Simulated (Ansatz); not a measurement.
**Ag in Ansatz: the effect of functional**

The system is Ag.

```xyz
2
Lattice="2.9686 0.0000 0.0000 -1.4843 2.5708 0.0000 0.0000 0.0000 4.8530" Properties=species:S:1:pos:R:3 pbc="T T T"
Ag    1.4843    0.8569    3.6398
Ag    0.0000    1.7139    1.2133
```

This isn't the form of Ag at room conditions, which is fcc.

The cell isn't the ideal one: volume scaled by 1.04.

Alike in all runs:

* Program: Ansatz 0.2.0
* Task: single point
* Potentials or basis: Ansatz PAW
* k mesh: 10 × 10 × 6
* Occupations: fermi-dirac, width 0.05 eV
* Spin: no spin polarisation

```csv
functional,cutoff,pressure (GPa)
LDA,420 eV (not typed: the program's choice for these potentials),?
PBEsol,420 eV (not typed: the program's choice for these potentials),-8.9
r2SCAN,500 eV (not typed: the program's choice for these potentials),-5.5
```

**Question.** What does the run with functional LDA give?

**Answer.** Pressure -13.0 GPa.

Caveats: the PAW data sets come from PBE, with cores solved anew for the run's functional, which leaves a small shift of forces and pressure.

Runs at the PBE level aren't shown here.
